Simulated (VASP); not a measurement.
Write the native input for VASP 6.6.1 that does the following.

```
Task                   : single point
Functional             : PBEsol
Potentials or basis    : VASP PAW PBE potentials, release 64 (B, As)
Cutoff                 : 520 eV
k mesh                 : 6 × 6 × 6
Occupations            : gaussian, width 0.1 eV
Spin                   : no spin polarisation
Dipole correction      : no
Further INCAR settings : ALGO = Normal; EDIFF = 1e-06; NBANDS = 11
```

The structure of BAs lies in POSCAR:

```
BAs
1.0
    0.0000000000      2.3885000000      2.3885000000
    2.3885000000      0.0000000000      2.3885000000
    2.3885000000      2.3885000000      0.0000000000
B As
1 1
Direct
    0.0000000000      0.0000000000      0.0000000000
    0.7500000000      0.7500000000      0.7500000000
```

One way to write it, as run:

INCAR

```
PREC = Accurate
ENCUT = 520
EDIFF = 1E-6
ISMEAR = 0
SIGMA = 0.1
LREAL = False
LASPH = True
NELM = 100
ALGO = Normal
ISIF = 2
LWAVE = False
LCHARG = False
GGA = PS
NBANDS = 11
```

KPOINTS

```
Automatic mesh
0
Gamma
  6 6 6
```

Potentials or basis: VASP PAW PBE potentials, release 64 (B, As).

Command:

```console
$ cat potpaw_PBE.64/B/POTCAR potpaw_PBE.64/As/POTCAR > POTCAR
$ mpirun -np 1 vasp_std > vasp.out
```

Results of the run:

- Pressure: 0.1 GPa
- Band gap on the k mesh: 1.18 eV, indirect (least direct gap 3.24 eV)

Caveat: the PAW data sets were made with another functional, which shifts forces and pressure a little.

It took 3.7 s on 1 thread of Intel(R) Xeon(R) 6975P-C (Granite Rapids) (shared host), peak memory 0.15 GiB.
